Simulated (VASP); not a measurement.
# Pt (Fm-3m) in VASP: settings compared

One crystal, Pt, is run at these levels: PBEsol, RPBE; tasks: relaxation of cell and atoms, single point.

Program: VASP 6.6.1. These are calculated values, not measurements. Logs are shortened: lines on timing, memory, paths and dates and some standing lists are left out, and cuts for length are marked.

## Step 1: Starting point

Symmetry: Fm-3m, No. 225, cubic system. Conventional cell: a = 3.943 Å, b = 3.943 Å, c = 3.943 Å, α = 90.00°, β = 90.00°, γ = 90.00°. Pt (site symmetry m-3m) is surrounded by 12 Pt at 2.79 Å.

## Step 2: Relaxation of cell and atoms, PBEsol

The input, INCAR:

```
SYSTEM = Pt
PREC     = Accurate       ! precision mode
ENCUT    = 600            ! plane-wave cutoff, eV
EDIFF    = 1E-7           ! SCF threshold, eV
ISMEAR   = 0              ! smearing method
SIGMA    = 0.1            ! smearing width, eV
LREAL    = .False.        ! projectors in reciprocal space
LASPH    = .True.         ! aspherical terms in the spheres
NELM     = 80             ! most SCF steps
ALGO     = Normal         ! electronic algorithm
ISIF     = 3              ! what is computed and relaxed
LWAVE    = .False.        ! write WAVECAR
LCHARG   = .False.        ! write CHGCAR
GGA      = PS             ! functional
IBRION   = 2              ! ionic algorithm
NSW      = 90             ! ionic steps
EDIFFG   = -0.005         ! ionic threshold
```

The input, KPOINTS:

```
Automatic mesh
0
Gamma
  6 6 6
  0 0 0
```

The input, POSCAR:

```
Pt
1.0
    0.0000000000      1.9715751800      1.9715751800
    1.9715751800      0.0000000000      1.9715751800
    1.9715751800      1.9715751800      0.0000000000
Pt
1
Direct
    0.0000000000      0.0000000000      0.0000000000
```

Potentials or basis: VASP PAW PBE potentials, release 64 (Pt).

Command:

```
$ cat potpaw_PBE.64/Pt/POTCAR > POTCAR
$ mpirun -np 1 vasp_std > vasp.out
```

OUTCAR:

```text
SYSTEM = Pt
   PREC = Accurate
   ENCUT = 600
   EDIFF = 1E-7
   ISMEAR = 0
   LREAL = .False.
   LASPH = .True.
   NELM = 80
   ISIF = 3
   GGA = PS
   IBRION = 2
   NSW = 90
   EDIFFG = -0.005

 ion  position               nearest neighbor table
   1  0.000  0.000  0.000-

  LATTYP: Found a face centered cubic cell.
 ALAT       =     3.9431503600

  Lattice vectors:

 A1 = (   0.0000000000,   1.9715751800,   1.9715751800)
 A2 = (   1.9715751800,   0.0000000000,   1.9715751800)
 A3 = (   1.9715751800,   1.9715751800,   0.0000000000)

Analysis of symmetry for initial positions (statically):
=====================================================================
 Subroutine PRICEL returns:
 Original cell was already a primitive cell.

 Routine SETGRP: Setting up the symmetry group for a
 face centered cubic supercell.

 Subroutine GETGRP returns: Found 48 space group operations
 (whereof 48 operations were pure point group operations)
 out of a pool of 48 trial point group operations.

The static configuration has the point symmetry O_h .

Analysis of symmetry for dynamics (positions and initial velocities):
=====================================================================
 Subroutine PRICEL returns:
 Original cell was already a primitive cell.

 Routine SETGRP: Setting up the symmetry group for a
 face centered cubic supercell.

 Subroutine GETGRP returns: Found 48 space group operations
 (whereof 48 operations were pure point group operations)
 out of a pool of 48 trial point group operations.

The dynamic configuration has the point symmetry O_h .

 Subroutine INISYM returns: Found 48 space group operations
 (whereof 48 operations are pure point group operations),
 and found     1 'primitive' translations

----------------------------------------------------------------------------------------

                                     Primitive cell

  volume of cell :      15.3275

  direct lattice vectors                    reciprocal lattice vectors
     0.000000000  1.971575180  1.971575180    -0.253604329  0.253604329  0.253604329
     1.971575180  0.000000000  1.971575180     0.253604329 -0.253604329  0.253604329
     1.971575180  1.971575180  0.000000000     0.253604329  0.253604329 -0.253604329

  length of vectors
     2.788228359  2.788228359  2.788228359     0.439255582  0.439255582  0.439255582

  position of ions in fractional coordinates (direct lattice)
     0.000000000  0.000000000  0.000000000

  ion indices of the primitive-cell ions
   primitive index   ion index
                 1           1

----------------------------------------------------------------------------------------

 KPOINTS: Automatic mesh

Automatic generation of k-mesh.
 Grid dimensions read from file:
 generate k-points for:    6    6    6

 Generating k-lattice:

  Cartesian coordinates                     Fractional coordinates (reciprocal lattice)
    -0.042267388  0.042267388  0.042267388     0.166666667  0.000000000  0.000000000
     0.042267388 -0.042267388  0.042267388     0.000000000  0.166666667  0.000000000
     0.042267388  0.042267388 -0.042267388     0.000000000  0.000000000  0.166666667

  Length of vectors
     0.073209264  0.073209264  0.073209264

  Shift w.r.t. Gamma in fractional coordinates (k-lattice)
     0.000000000  0.000000000  0.000000000

 Subroutine IBZKPT returns following result:
 ===========================================

 Found     16 irreducible k-points:

 Following reciprocal coordinates:
            Coordinates               Weight
  0.000000  0.000000  0.000000      1.000000
  0.166667  0.000000  0.000000      8.000000
  0.333333  0.000000  0.000000      8.000000
  0.500000  0.000000  0.000000      4.000000
  0.166667  0.166667  0.000000      6.000000
  0.333333  0.166667  0.000000     24.000000
[... 8 lines left out ...]
 -0.333333  0.333333  0.166667     24.000000
 -0.333333  0.500000  0.166667     12.000000
   k-points           NKPTS =     16   k-points in BZ     NKDIM =     16   number of bands    NBANDS=      9
[... 35 lines left out ...]
      0.00000      0.00000      0.00000         0.000000      0.000000      0.000000
 -----------------------------------------------------------------------------------
    total drift:                               -0.000000      0.000000     -0.000000

  FREE ENERGIE OF THE ION-ELECTRON SYSTEM (eV)
  ---------------------------------------------------
  free  energy   TOTEN  =        -7.0695393835 eV

  energy  without entropy=       -7.0626539546  energy(sigma->0) =       -7.06609667
[... 50 lines left out ...]
 VOLUME and BASIS-vectors are now :
 -----------------------------------------------------------------------------
  energy-cutoff  :      600.00
  volume of cell :       14.90
      direct lattice vectors                 reciprocal lattice vectors
    -0.000000000  1.952881834  1.952881834    -0.256031876  0.256031876  0.256031876
     1.952881834 -0.000000000  1.952881834     0.256031876 -0.256031876  0.256031876
     1.952881834  1.952881834 -0.000000000     0.256031876  0.256031876 -0.256031876

 POSITION                                       TOTAL-FORCE (eV/Angst)
 -----------------------------------------------------------------------------------
      0.00000      0.00000      0.00000         0.000000      0.000000     -0.000000
 -----------------------------------------------------------------------------------
    total drift:                               -0.000000      0.000000     -0.000000

  FREE ENERGIE OF THE ION-ELECTRON SYSTEM (eV)
  ---------------------------------------------------
  free  energy   TOTEN  =        -7.0813352933 eV

  energy  without entropy=       -7.0747824189  energy(sigma->0) =       -7.07805886

--------------------------------------- Ionic step        4  -------------------------------------------

 number of electron       9.9999999 magnetization

 Free energy of the ion-electron system (eV)
  ---------------------------------------------------
  ext. energy  EPLUGINS =         0.00000000
  ---------------------------------------------------
  free energy    TOTEN  =        -7.08134859 eV

  energy without entropy =       -7.07480441  energy(sigma->0) =       -7.07807650

 E-fermi :  11.3494     XC(G=0): -13.7112

 val. band max:       11.3363764651   @ k =   0.5000   0.5000   0.0000
 cond. band min:      11.3653241405   @ k =   0.5000   0.0000   0.0000
 fundamental gap:      0.0289476755
 Fermi energy:        11.3494235649

 k-point     1 :       0.0000    0.0000    0.0000
  band No.  band energies     occupation
      1       0.9068      2.00000
      2       7.4395      2.00000
      3       7.4395      2.00000
      4       7.4395      2.00000
      5       9.6572      2.00000
      6       9.6572      2.00000
      7      25.9471      0.00000
      8      30.9731      0.00000
      9      30.9731      0.00000

 k-point     2 :       0.1667    0.0000    0.0000
  band No.  band energies     occupation
      1       1.9676      2.00000
      2       7.0675      2.00000
      3       7.7742      2.00000
      4       7.7742      2.00000
      5       9.5472      2.00000
      6       9.5472      2.00000
      7      27.2738      0.00000
      8      27.3976      0.00000
      9      32.6249      0.00000

 k-point     3 :       0.3333    0.0000    0.0000
  band No.  band energies     occupation
      1       3.6573      2.00000
      2       7.6426      2.00000
      3       7.6426      2.00000
      4       7.9371      2.00000
      5      10.4742      2.00000
      6      10.4742      2.00000
      7      21.7115      0.00000
      8      26.7456      0.00000
      9      32.8329      0.00000
[... 167 lines left out ...]
 VOLUME and BASIS-vectors are now :
 -----------------------------------------------------------------------------
  energy-cutoff  :      600.00
  volume of cell :       14.88
      direct lattice vectors                 reciprocal lattice vectors
    -0.000000000  1.952341862  1.952341862    -0.256102689  0.256102689  0.256102689
     1.952341862 -0.000000000  1.952341862     0.256102689 -0.256102689  0.256102689
     1.952341862  1.952341862 -0.000000000     0.256102689  0.256102689 -0.256102689

 POSITION                                       TOTAL-FORCE (eV/Angst)
 -----------------------------------------------------------------------------------
      0.00000      0.00000      0.00000         0.000000      0.000000      0.000000
 -----------------------------------------------------------------------------------
    total drift:                               -0.000000     -0.000000     -0.000000

  FREE ENERGIE OF THE ION-ELECTRON SYSTEM (eV)
  ---------------------------------------------------
  free  energy   TOTEN  =        -7.0813485927 eV

  energy  without entropy=       -7.0748044115  energy(sigma->0) =       -7.07807650

 reached required accuracy - stopping structural energy minimisation
```

Wall time 7 s (1 thread of Intel Xeon Platinum 8488C (Sapphire Rapids), shared host); peak memory 0.14 GiB.

Results:

* Free energy: -7.0813 eV
* Relaxed volume: 14.88 Å³/atom
* Relaxed cell: a = 2.761 Å, b = 2.761 Å, c = 2.761 Å, α = 60.00°, β = 60.00°, γ = 60.00°
* Space group after relaxing (to 0.05 Å): Fm-3m (No. 225)
* Energy gained by relaxing: 11.8 meV/atom
* Ionic steps: 4
* Pressure after relaxing: 0.0 GPa
* Band gap on the k mesh: none (metal or under the smearing width)

The path:
```csv
step,energy change (eV),largest force (eV/Å),pressure (GPa),volume (Å³)
1,0.0000,0.0000,-8.19,15.33
2,0.1016,0.0000,32.44,13.65
3,-0.0118,0.0000,-0.29,14.90
4,-0.0118,0.0000,-0.04,14.88
```

Final structure:
```yaml
crystal:
  lattice:
    - [0.00000, 1.95234, 1.95234]
    - [1.95234, 0.00000, 1.95234]
    - [1.95234, 1.95234, 0.00000]
  atoms:
    - { symbol: Pt, position: [0.00000, 0.00000, 0.00000] }
```

Caveat: the k mesh is coarse (spacing up to 0.46 Å⁻¹), so the values aren't converged; the PAW data sets were made with another functional, which shifts forces and pressure a little.

## Step 3: Single point, PBEsol

The input, INCAR:

```
SYSTEM = Pt
PREC = Accurate ; ENCUT = 520
EDIFF = 1E-6 ; ISMEAR = 0
SIGMA = 0.1 ; LREAL = .FALSE.
LASPH = .TRUE. ; NELM = 80
ALGO = Normal ; ISIF = 2
LWAVE = .FALSE. ; LCHARG = .TRUE.
GGA = PS ; LELF = .TRUE.
LVHAR = .TRUE.
```

The input, KPOINTS:

```
Automatic mesh
0
G
  18 18 18
  0 0 0
```

POSCAR is that of step 2.

Potentials or basis: VASP PAW PBE potentials, release 64 (Pt).

Command:

```
$ cat potpaw_PBE.64/Pt/POTCAR > POTCAR
$ mpirun -np 1 vasp_std > vasp.out
```

Wall time 11 s (1 thread of Intel Xeon Platinum 8488C (Sapphire Rapids), shared host); peak memory 0.16 GiB.

It converged, with:

| Property | Result |
| --- | --- |
| Free energy | -6.9601 eV |
| Pressure | -5.6 GPa |
| Band gap on the k mesh | none (metal or under the smearing width) |

Levels at points of the mesh, in eV from the Fermi level:
```
           k point  band 1  band 2  band 3  band 4  band 5  band 6  band 7  band 8  band 9
(0.00, 0.00, 0.00)  -10.11   -3.71   -3.71   -3.71   -1.59   -1.59   14.67   19.53   19.53
(0.50, 0.00, 0.00)   -7.20   -3.76   -3.76   -0.48    0.04    0.04    5.68   14.22   18.83
(0.50, 0.50, 0.00)   -6.93   -6.48    0.01    0.47    0.47    1.74    8.65   11.28   11.28
```

Caveat: the PAW data sets were made with another functional, which shifts forces and pressure a little. The run has no spin-orbit coupling, so splittings on Pt are missing.

## Step 4: Relaxation of cell and atoms, PBEsol

The input, INCAR:

```
SYSTEM = Pt
PREC     = Accurate       ! precision mode
ENCUT    = 580            ! plane-wave cutoff, eV
EDIFF    = 1E-7           ! SCF threshold, eV
ISMEAR   = 0              ! smearing method
SIGMA    = 0.1            ! smearing width, eV
LREAL    = .False.        ! projectors in reciprocal space
LASPH    = .True.         ! aspherical terms in the spheres
NELM     = 80             ! most SCF steps
ALGO     = Normal         ! electronic algorithm
ISIF     = 3              ! what is computed and relaxed
LWAVE    = .False.        ! write WAVECAR
LCHARG   = .False.        ! write CHGCAR
GGA      = PS             ! functional
IBRION   = 2              ! ionic algorithm
NSW      = 90             ! ionic steps
EDIFFG   = -0.005         ! ionic threshold
```

The input, KPOINTS:

```
Automatic mesh
0
Gamma
  18 18 18
  0 0 0
```

POSCAR is that of step 3.

Command:

```
$ cat potpaw_PBE.64/Pt/POTCAR > POTCAR
$ mpirun -np 1 vasp_std > vasp.out
```

It took 32 s on 1 thread of Intel Xeon Platinum 8488C (Sapphire Rapids), shared host; peak memory 0.18 GiB.

The run converged. Its results:

```yaml
Free_energy: -6.9656 eV
Relaxed_volume: 15.02 Å³/atom
Relaxed_cell: a = 2.769 Å, b = 2.769 Å, c = 2.769 Å, α = 60.00°, β = 60.00°, γ = 60.00°
Space_group_after_relaxing_to_0.05_Å: Fm-3m (No. 225)
Energy_gained_by_relaxing: 5.5 meV/atom
Ionic_steps: 4
Pressure_after_relaxing: 0.0 GPa
Band_gap_on_the_k_mesh: none (metal or under the smearing width)
```

The path:
| step | energy change (eV) | largest force (eV/Å) | pressure (GPa) | volume (Å³) |
| --- | --- | --- | --- | --- |
| 1 | 0.0000 | 0.0000 | -5.58 | 15.33 |
| 2 | 0.0431 | 0.0000 | 19.62 | 14.17 |
| 3 | -0.0055 | 0.0000 | -0.13 | 15.03 |
| 4 | -0.0055 | 0.0000 | -0.01 | 15.02 |

Final structure:
```cif
data_structure
_symmetry_space_group_name_H-M 'P 1'
_symmetry_Int_Tables_number 1
_cell_length_a 2.7694
_cell_length_b 2.7694
_cell_length_c 2.7694
_cell_angle_alpha 60.000
_cell_angle_beta 60.000
_cell_angle_gamma 60.000
_cell_volume 15.02
loop_
_atom_site_label
_atom_site_type_symbol
_atom_site_fract_x
_atom_site_fract_y
_atom_site_fract_z
_atom_site_occupancy
Pt1 Pt 0.00000 0.00000 0.00000 1
```

Levels at points of the mesh, in eV from the Fermi level:
```tsv
k point	band 2	band 3	band 4	band 5	band 6	band 7	band 8	band 9
(0.00, 0.00, 0.00)	-3.83	-3.83	-3.83	-1.64	-1.64	14.61	19.59	19.59
(0.50, 0.00, 0.00)	-3.89	-3.89	-0.57	0.04	0.04	5.83	14.17	18.97
(0.50, 0.50, 0.00)	-6.69	0.02	0.49	0.49	1.70	8.87	11.35	11.35
```

Caveat: the PAW data sets were made with another functional, which shifts forces and pressure a little. The run has no spin-orbit coupling, so splittings on Pt are missing.

## Step 5: Relaxation of cell and atoms, PBEsol

INCAR: that of step 4 with these lines changed.

```diff
@@ -2,3 +2,3 @@
 PREC     = Accurate       ! precision mode
-ENCUT    = 580            ! plane-wave cutoff, eV
+ENCUT    = 480            ! plane-wave cutoff, eV
 EDIFF    = 1E-7           ! SCF threshold, eV
```

KPOINTS is that of step 4.

POSCAR is that of step 4.

Command:

```
$ cat potpaw_PBE.64/Pt/POTCAR > POTCAR
$ mpirun -np 1 vasp_std > vasp.out
```

Wall time 28 s (1 thread of Intel Xeon Platinum 8488C (Sapphire Rapids), shared host); peak memory 0.15 GiB.

The run converged. Its results:

```yaml
Free_energy: -6.9657 eV
Relaxed_volume: 15.02 Å³/atom
Relaxed_cell: a = 2.769 Å, b = 2.769 Å, c = 2.769 Å, α = 60.00°, β = 60.00°, γ = 60.00°
Space_group_after_relaxing_to_0.05_Å: Fm-3m (No. 225)
Energy_gained_by_relaxing: 5.6 meV/atom
Ionic_steps: 4
Pressure_after_relaxing: 0.0 GPa
Band_gap_on_the_k_mesh: none (metal or under the smearing width)
```

The path:
```csv
step,energy change (eV),largest force (eV/Å),pressure (GPa),volume (Å³)
1,0.0000,0.0000,-5.60,15.33
2,0.0430,0.0000,19.60,14.17
3,-0.0056,0.0000,-0.13,15.02
4,-0.0056,0.0000,-0.01,15.02
```

Final structure:
```
CELL_PARAMETERS angstrom
0.00000 1.95815 1.95815
1.95815 0.00000 1.95815
1.95815 1.95815 0.00000
ATOMIC_POSITIONS crystal
Pt 0.00000 0.00000 0.00000
```

Levels at points of the mesh, in eV from the Fermi level:
| k point | band 1 | band 2 | band 3 | band 4 | band 5 | band 6 | band 7 | band 8 | band 9 |
| --- | --- | --- | --- | --- | --- | --- | --- | --- | --- |
| (0.00, 0.00, 0.00) | -10.35 | -3.84 | -3.84 | -3.84 | -1.64 | -1.64 | 14.61 | 19.59 | 19.59 |
| (0.50, 0.00, 0.00) | -7.42 | -3.90 | -3.90 | -0.57 | 0.04 | 0.04 | 5.83 | 14.16 | 18.97 |
| (0.50, 0.50, 0.00) | -7.16 | -6.70 | 0.02 | 0.49 | 0.49 | 1.70 | 8.87 | 11.35 | 11.35 |

Caveat: the PAW data sets were made with another functional, which shifts forces and pressure a little. The run has no spin-orbit coupling, so splittings on Pt are missing.

## Step 6: Relaxation of cell and atoms, RPBE

INCAR: that of step 5 with these lines changed.

```diff
@@ -2,3 +2,3 @@
 PREC     = Accurate       ! precision mode
-ENCUT    = 480            ! plane-wave cutoff, eV
+ENCUT    = 600            ! plane-wave cutoff, eV
 EDIFF    = 1E-7           ! SCF threshold, eV
@@ -13,3 +13,3 @@
 LCHARG   = .False.        ! write CHGCAR
-GGA      = PS             ! functional
+GGA      = RP             ! functional
 IBRION   = 2              ! ionic algorithm
```

KPOINTS is that of step 5.

POSCAR is that of step 5.

Potentials or basis: VASP PAW PBE potentials, release 64 (Pt).

Command:

```
$ cat potpaw_PBE.64/Pt/POTCAR > POTCAR
$ mpirun -np 1 vasp_std > vasp.out
```

It took 32 s on 1 thread of Intel Xeon Platinum 8488C (Sapphire Rapids), shared host; peak memory 0.18 GiB.

Results (log left out):

| Item | Value |
| --- | --- |
| Free energy | -5.4604 eV |
| Relaxed volume | 15.89 Å³/atom |
| Relaxed cell | a = 2.822 Å, b = 2.822 Å, c = 2.822 Å, α = 60.00°, β = 60.00°, γ = 60.00° |
| Space group after relaxing (to 0.05 Å) | Fm-3m (No. 225) |
| Energy gained by relaxing | 15.2 meV/atom |
| Ionic steps | 4 |
| Pressure after relaxing | 0.0 GPa |
| Band gap on the k mesh | none (metal or under the smearing width) |

The path:
```tsv
step	energy change (eV)	largest force (eV/Å)	pressure (GPa)	volume (Å³)
1	0.0000	0.0000	9.10	15.33
2	0.0640	0.0000	-15.77	17.34
3	-0.0151	0.0000	-0.25	15.90
4	-0.0152	0.0000	-0.03	15.89
```

Final structure:
```
Pt
1.0
     0.00000    1.99525    1.99525
     1.99525    0.00000    1.99525
     1.99525    1.99525    0.00000
Pt
1
Direct
  0.00000 0.00000 0.00000
```

Levels at points of the mesh, in eV from the Fermi level:
```csv
k point,band 1,band 2,band 3,band 4,band 5,band 6,band 7,band 8,band 9
"(0.00, 0.00, 0.00)",-9.61,-3.47,-3.47,-3.47,-1.51,-1.51,14.75,19.45,19.45
"(0.50, 0.00, 0.00)",-6.78,-3.53,-3.53,-0.24,0.02,0.02,5.48,14.31,18.64
"(0.50, 0.50, 0.00)",-6.51,-6.08,-0.01,0.44,0.44,1.91,8.37,11.26,11.26
```

Caveat: the PAW data sets were made with another functional, which shifts forces and pressure a little. The run has no spin-orbit coupling, so splittings on Pt are missing.

## Step 7: Overview

| task | level | cell | k mesh | cutoff (eV) | mesh quality | gap on the mesh (eV) | pressure (GPa) | relaxed volume (Å³/atom) |
| --- | --- | --- | --- | --- | --- | --- | --- | --- |
| relaxation of cell and atoms | PBEsol | relaxed | 6 × 6 × 6 | 600 | coarse | none | 0.0 | 14.88 |
| single point | PBEsol | as given | 18 × 18 × 18 | 520 | not flagged | none | -5.6 | - |
| relaxation of cell and atoms | PBEsol | relaxed | 18 × 18 × 18 | 580 | not flagged | none | 0.0 | 15.02 |
| relaxation of cell and atoms | PBEsol | relaxed | 18 × 18 × 18 | 480 | not flagged | none | 0.0 | 15.02 |
| relaxation of cell and atoms | RPBE | relaxed | 18 × 18 × 18 | 600 | not flagged | none | 0.0 | 15.89 |

Alike in all rows: potentials or basis VASP PAW PBE potentials, release 64 (Pt); no spin polarisation; smearing gaussian 0.1 eV.

Caveats: some runs use coarse meshes; the PAW data sets were made with another functional, which shifts forces and pressure a little.

Absolute energies hang on the potentials; compare differences alone.
